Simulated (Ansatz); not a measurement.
Runs of Ansatz 0.2.0 on CdS (Greenockite). The structure is hexagonal, space group P6_3mc (No. 186). Conventional cell: a = 4.150 Å, b = 4.150 Å, c = 6.737 Å, α = 90.00°, β = 90.00°, γ = 120.00°. Cd (site symmetry 3m) is surrounded by 4 S at 2.53 to 2.54 Å. S (site symmetry 3m) is surrounded by 4 Cd at 2.53 to 2.54 Å. 

| task | level | potentials or basis | spin | fixed moment (μB) | cell | k mesh | cutoff (eV) | smearing | scf convergence dr2 threshold | search for lower states | basis error allowed | other keys | mesh quality | gap on the mesh (eV) | pressure (GPa) | moment (μB) | largest force (eV/Å) |
| --- | --- | --- | --- | --- | --- | --- | --- | --- | --- | --- | --- | --- | --- | --- | --- | --- | --- |
| band structure | PBE | all-electron LAPW, scalar-relativistic | collinear, ferromagnetic start | 1.0 | as given | 7 × 7 × 4 | 267 | tetrahedron | - | - | 0.0005 eV/atom | - | not flagged | - | (b) | - | 0.05 |
| single point | PBE | all-electron LAPW, scalar-relativistic | off | - | as given | 4 × 4 × 2 | 216 | fermi-dirac 0.02 eV | - | - | 0.003 eV/atom | - | coarse | (c) | 2.2 | - | 0.05 |
| band structure | PBE+D4 | all-electron LAPW, relativistic spinors | non-collinear, antiferromagnetic start, SOC | - | cell squeezed | 5 × 5 × 3 | 295 | methfessel-paxton 0.05 eV | 1e-06 | - | 0.0005 eV/atom | scf.convergence.dr2_threshold = 1e-06 | not flagged | 1.47 | 9.9 | 0.00 | 0.09 |
| phonons | PBE | all-electron LAPW, non-relativistic | collinear, ferrimagnetic start | - | as given | 7 × 7 × 4 | 265 | gaussian 0.05 eV | - | off | 0.001 eV/atom | - | not flagged | (a) | - | 0.00 | 0.08 |

Question: Fill in the values left out.

Answer: (a) 1.69; (b) 4.4; (c) 1.19.

Caveats: some runs use coarse meshes; the starting moments weren't kept (some runs); the total moment is fixed, so each spin has its own Fermi level (some runs); with tetrahedron occupations forces and stress needn't match the slope of the energy (some runs); the thresholds are loose for stress (some runs); a metal's response needs a denser mesh (some runs); relativity is left out, which matters for the heavier elements (some runs).

A k mesh can miss the band edges, and rows without SOC leave out spin-orbit coupling on Cd.

The runs don't all hold the same shells in valence.
